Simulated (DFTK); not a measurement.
Runs of DFTK 0.8.2 on Na. Symmetry: Im-3m, No. 229, cubic system. The conventional cell has a = 4.282 Å, b = 4.282 Å, c = 4.282 Å, α = 90.00°, β = 90.00°, γ = 90.00°. Na (site symmetry m-3m) is surrounded by 8 Na at 3.71 Å. 

```csv
task,level,potentials or basis,k mesh,cutoff (eV),SCF solver,gap on the mesh (eV),pressure (GPa),V0 of scaled cells (Å³/atom),B0 (GPa)
equation of state,RPBE,dojo.nc.sr.pbe.v0_5.stringent.upf (PBE),6 × 6 × 6,1197,-,-,-,40.10,7
band structure,r2SCAN,SG15 1.2 (PBE),7 × 7 × 7,1225,ScfAndersonSolver,none,-0.2,-,-
equation of state,BLYP,dojo.nc.sr.pbe.v0_4_1.standard.upf (PBE),6 × 6 × 6,1197,-,-,-,37.76,7
single point,PBE,dojo.nc.sr.pbe.v0_4_1.standard.upf (PBE),9 × 9 × 9,1197,-,none,(a),-,-
band structure,PBEsol,SPMS 1.0 (PBE),9 × 9 × 9,816,-,none,-,-,-
```

Alike in all rows: no spin polarisation; cell as given; smearing fermi-dirac 0.05 eV.

Question: Estimate the missing entries.

Answer: (a) -0.4.

Caveats: the potentials were made for another functional, which shifts forces and pressure (some runs).

A k mesh can miss the band edges.

A gap of «none» marks a metal or a gap under the smearing width.

Not every run made on this cell is shown here.
